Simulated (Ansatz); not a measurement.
# CdTe: band edges up the ladder

The task here is to estimate one member of a computed series from the others.

The COD entry's cell or inner coordinates are ideal or old and differ from later refinements, so a difference from it is no clean test against experiment.

Method: DFT PBEsol, scalar-relativistic, plane waves, PAW, in Ansatz 0.2.0.

That is the level of the relaxation; later steps name their own.

1 further run of the same task is left out (set aside as unsound or not needed).

### The starting structure

It takes space group F-43m (No. 216, cubic). Conventional cell: a = 6.489 Å, b = 6.489 Å, c = 6.489 Å, α = 90.00°, β = 90.00°, γ = 90.00°. Cd (site symmetry -43m) is surrounded by 4 Te at 2.81 Å. Te (site symmetry -43m) is surrounded by 4 Cd at 2.81 Å.

As a file:

```
Cd Te
1.0
     0.00000    3.24467    3.24467
     3.24467    0.00000    3.24467
     3.24467    3.24467    0.00000
Cd Te
1 1
Direct
  0.00000 0.00000 0.00000
  0.25000 0.25000 0.25000
```

It is the result of an earlier relaxation at this level (volume 34.16 Å³/atom; gap on the mesh: 0.65 eV).

The first run:

Input file input.yaml:

```yaml
crystal:
  lattice:
    - [0.0, 3.2446714374, 3.2446714374]
    - [3.2446714374, 0.0, 3.2446714374]
    - [3.2446714374, 3.2446714374, 0.0]
  atoms:
    - { symbol: Cd, position: [0.0, 0.0, 0.0] }
    - { symbol: Te, position: [0.25, 0.25, 0.25] }
basis:
  ecutwfc: 250
kpoints:
  mp_grid: { grid: [4, 4, 4] }
  band_path:
    path:
      - [0.0, 0.0, 0.0]
      - [-0.5, -0.5, 0.0]
      - [-0.375, -0.375, 0.25]
      - [-0.375, 0.0, 0.375]
      - [0.0, 0.0, 0.5]
      - [-0.5, -0.25, 0.25]
    npoints: 1
hamiltonian:
  xc: pbesol
scf:
  occupations: { method: gaussian, width: 0.02 }
  n_extra_bands: 4
output:
  forces: true
  stress: true
  eigenvalues: true
```

The run is started by

```sh
$ ansatz run input.yaml --threads 2 --pin off --max-ram 5120MiB --backend cpu --events-out ev --progress --plain --runs-dir out
```

Steps of the session up to this table: The run at PBEsol, 250 eV and coarse mesh; Levels with LDA; The run at PBE0; The run at Hartree-Fock.

One table of the session follows, with a row left open; its other results are not shown here.

| level | gap (eV) | least direct gap (eV) |
| --- | --- | --- |
| PBEsol, 250 eV and coarse mesh | 0.62 | 0.62 |
| LDA | 0.50 | 0.50 |
| PBE0 | 2.28 | 2.28 |
| Hartree-Fock | ? | ? |

Estimate the missing values for Hartree-Fock.

As computed: gap (eV): 7.46; least direct gap (eV): 7.46. In the column «gap (eV)» it is the highest.

Gaps are by band count over the mesh and the named points; a gap of 0 means that the bands overlap or touch.

Caveats from the session: Warnings in the runs' records: cutoff below recommended.
